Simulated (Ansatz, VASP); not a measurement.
## InP, level by level in two programs

```
In P
1.0
     0.00000    2.93050    2.93050
     2.93050    0.00000    2.93050
     2.93050    2.93050    0.00000
In P
1 1
Direct
  0.00000 0.00000 0.00000
  0.75000 0.75000 0.75000
```

Single points on this cell with VASP 6.6.1 and Ansatz 0.2.0. Each row is one pair of runs. Alike in all rows: spin: off; smearing: fermi-dirac, width 0.05 eV; Ansatz's potentials, cutoff: Ansatz PAW, 420 eV.

```csv
level,k mesh,"VASP's potentials, cutoff","gap on the k mesh at the Fermi level (eV), VASP","gap on the k mesh at the Fermi level (eV), Ansatz","least direct gap on the mesh (eV), VASP","least direct gap on the mesh (eV), Ansatz","pressure (GPa), VASP","pressure (GPa), Ansatz"
PBE,3 × 3 × 3,"VASP PAW PBE potentials, release 64 (In_d, P), 520 eV",0.68,0.68,0.68,0.68,4.1,4.2
PBEsol+D4,8 × 8 × 8,"VASP PAW PBE potentials, release 64 (In_d, P), 520 eV",0.61,0.62,0.61,0.62,-0.6,-0.6
SVWN5,8 × 8 × 8,"VASP PAW PBE potentials, release 64 (In_d, P), 520 eV",0.48,0.48,0.48,0.48,-1.2,-1.3
PBE,6 × 6 × 6,"VASP PAW PBE potentials, release 64 (In_d, P), 520 eV",0.71,0.71,0.71,0.71,3.3,3.3
LDA,8 × 8 × 8,"VASP PAW LDA potentials, release 64 (In_d, P), 520 eV",0.51,0.48,0.51,0.48,-1.2,-1.2
RPBE+D4,8 × 8 × 8,"VASP PAW PBE potentials, release 64 (In_d, P), 520 eV",0.84,0.85,0.84,0.85,0.8,0.9
PBE exchange alone,8 × 8 × 8,"VASP PAW PBE potentials, release 64 (In_d, P), 520 eV",0.69,0.69,0.69,0.69,12.2,12.3
PBE,14 × 14 × 14,"VASP PAW PBE potentials, release 64 (In_d, P), 520 eV",0.71,?,0.71,?,3.3,?
```

**Question.** Fill in what Ansatz gave in row 8.

**Answer.** gap on the k mesh at the Fermi level (eV): 0.72; least direct gap on the mesh (eV): 0.72; pressure (GPa): 3.3.

Caveats: the k mesh is coarse (spacing up to 0.62 Å⁻¹), so the values aren't converged (some rows); spin-orbit coupling is left out, which moves the levels of the heavy elements; the PAW data sets were made with another functional, which shifts forces and pressure a little (VASP); odd divisions of the mesh miss points on the zone boundary, where band edges often lie, so the gap on the mesh can be too wide (Ansatz); the PAW data sets come from PBE, with cores solved anew for the run's functional, which leaves a small shift of forces and pressure (Ansatz).
